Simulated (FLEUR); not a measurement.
**RbBr under changes of volume**

One of the cells (40.248 Å³/atom); the others are scaled copies at fixed shape and fractional positions:

```
CELL_PARAMETERS angstrom
0.00000 3.42700 3.42700
3.42700 0.00000 3.42700
3.42700 3.42700 0.00000
ATOMIC_POSITIONS crystal
Rb 0.00000 0.00000 0.00000
Br 0.50000 0.50000 0.50000
```

| Item | Value |
| --- | --- |
| Program | FLEUR MaX-R8.1 (later development tree) |
| Functional | PBEsol |
| Potentials or basis | all-electron |
| Basis | FLAPW |
| Kmax | 4.1 1/bohr |
| k mesh | 7 × 7 × 7 |
| Occupations | fermi-dirac, width 0.05 eV |
| Spin | no spin polarisation |

```tsv
volume (Å³/atom)	energy over the lowest point (meV/atom)	gap on the mesh (eV)
37.833	6.07	4.36
38.638	2.36	4.31
39.443	0.40	4.26
40.248	0.00	4.21
41.053	0.96	4.17
41.858	?	?
42.663	6.34	4.09
```

Problem. What does the run at 41.858 Å³/atom give?

Solution. Energy over the lowest point 3.12 meV/atom; gap on the mesh 4.13 eV.

Worked out: A Birch-Murnaghan fit of order 3 (a polynomial in V^(-2/3)) to the other rows has its minimum at 40.07 Å³/atom with B0 = V·E''(V) = 13.9 GPa and B' = 5.3. It gives 3.12 meV/atom at 41.858 Å³/atom, against the run's 3.12. A straight line through the other rows of the gap, of slope -2.26 eV per unit of ln V (its deformation potential), gives 4.13 eV, against the run's 4.13.

Energies are extrapolated to zero smearing.

Caveats: an odd mesh through Γ misses points on the zone boundary, where band edges often lie (some runs). Spin-orbit coupling on Br, Rb is left out.
